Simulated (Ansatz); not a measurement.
SrO: from a migration barrier to a jump rate

Level of theory: DFT PBE, scalar-relativistic, plane waves, PAW in Ansatz 0.2.0. Cutoff 420 eV, Γ-centred 3×3×2 k-points, Gaussian smearing of 0.05 eV. No spin polarisation.

In a supercell of 24 sites an atom of Sr jumps into a neighbouring Sr vacancy, a = 3.59 Å from site to site in the perfect crystal, with a cell charge of -2 (uniform background, no finite-size correction). A nudged elastic band with 3 inner images puts the highest image 1.746 eV above the start and 1.746 eV above the end. Take it as the barrier; the order of the saddle wasn't checked, and the cell is small.

With an assumed attempt frequency of 10¹³ s⁻¹, how often does the jump happen, and how fast does the vacancy diffuse?

Transition-state theory gives Γ = ν exp(−E/k_BT), and one such jump direction contributes Γa²/6 to the vacancy's diffusion coefficient averaged over directions:

```csv
T (K),E/k_BT,Γ (1/s),Γa²/6 (cm²/s)
300,67.5,4.6 × 10^-17,9.9 × 10^-33
600,33.8,2.1 × 10^-2,4.6 × 10^-18
1000,20.3,1.6 × 10^4,3.4 × 10^-12
1500,13.5,1.4 × 10^7,2.9 × 10^-9
```

The rate reaches one jump a second at T = E/(k_B ln 10¹³) = 677 K. The number of equivalent jumps multiplies D if they link up through the crystal; a hop between two sites alone gives no long-range diffusion, which then waits on a higher barrier. In either case the atoms' own diffusion carries the vacancy concentration and a correlation factor besides. Rows above the melting point are formal, and so are rows where E/k_BT falls under about 3, since the theory needs rare jumps.

How much does an error of 0.1 eV in the barrier matter?

It multiplies the rate by exp(0.1 eV/k_BT): 48 at 300 K and 3.2 at 1000 K, more than the usual doubt about ν at low temperature.

Cost: 1 run of about 16 core-minutes, on Intel Xeon Platinum 8375C (Ice Lake) (shared hosts).